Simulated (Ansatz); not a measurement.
# AlNi: energy along a strain

AlNi, Pm-3m, a = 2.893 Å. The structure is a COD entry; whether it is the stable form wasn't checked. Ansatz: PBE, PAW, 420 eV, Γ-centred 20×20×20 mesh on 2 atoms, Gaussian smearing 0.15 eV; no spin polarisation. Cell vectors (Å): 2.893 0.000 0.000; 0.000 2.893 0.000; 0.000 0.000 2.893. The cell is strained by x per cent times the pattern (1 1 0 0 0 0) in the order xx yy zz yz xz xy (engineering shears), with fractional coordinates held. y is the free energy over the start, V0 = 12.107 Å³/atom. Points with a strain past 8.5 % were computed too (5) and aren't used here.

| x (%) | y (meV/atom) |
| --- | --- |
| -7.50 | ? |
| -3.75 | 40.13 |
| 0.00 | 0.00 |
| 3.75 | 32.88 |
| 7.50 | 119.70 |

**Question.** Fit y = c2 x² + c3 x³ to the other rows, get the stiffness along the pattern, and predict the missing energy.

**Answer.** Least squares on the rows shown. y = 2.6052 x² − 0.063783 x³. The clamped-ion stiffness p·C·p = 2 × 26.05 eV × 160.2 / 12.107 Å³ = 689 GPa. At x = -7.50 the fit asked for gives 173.45 meV/atom. The run gave 177.64 meV/atom, so the fit is 4.19 meV/atom too low, 2.4 % of the span of the series, against an rms of 0.24 meV/atom on the fitted rows. The row lies outside the fitted range. With a term in x⁴ added, a fit to the same known rows (none to spare) predicts 177.70 meV/atom, so most of the miss is curvature that the known rows already hold.